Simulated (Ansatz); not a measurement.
Calculated with Ansatz (gas phase, PBE0-D4/def2-TZVP geometries, no zero-point term in ΔE). CBS: MP2 limit from def2 TZ/QZ plus the TZ coupled-cluster correction, frozen cores. This one scheme is used for every species. DFT in def2-TZVPP. B3LYP here is the variant with VWN-RPA as its local correlation; programs differ in this. One conformer a species, not always the lowest.

Reaction (ligand exchange at the Si–O bond): `CC(C)(C)O[Si]O` + CH₃SH → `CS[Si]O` + `CC(C)(C)O`

```tsv
level	ΔE (kJ/mol)	difference from CCSD(T)/CBS
r2SCAN-D4	33.8	-5.3
ωB97M-V	42.4	3.3
B2PLYP	40.6	1.5
r2SCAN	32.4	-6.7
B3LYP	37.9	-1.2
HF/def2-TZVPP	48.8	9.7
MP2/def2-TZVPP	41.1	2.0
CCSD/def2-TZVPP	45.3	6.2
HF/def2-QZVPP	50.6	11.5
MP2/def2-QZVPP	39.5	0.4
CCSD(T)/CBS	39.1	0
```

Largest T1 diagnostic among the species: 0.014.

The D4 term adds +3.9 kJ/mol with B3LYP and +2.8 kJ/mol with PBE0; it sums over pairs of atoms, weighted by their polarisabilities, and B3LYP, whose exchange is more repulsive, gets the larger term. From PBE to PBE0 (25 % exact exchange), in def2-TZVPP and without D4, ΔE moves by +3.5 kJ/mol.

CCSD(T)/CBS has its own doubt, a few kJ/mol and more with outer-core shells, so smaller differences from it don't rank the levels.
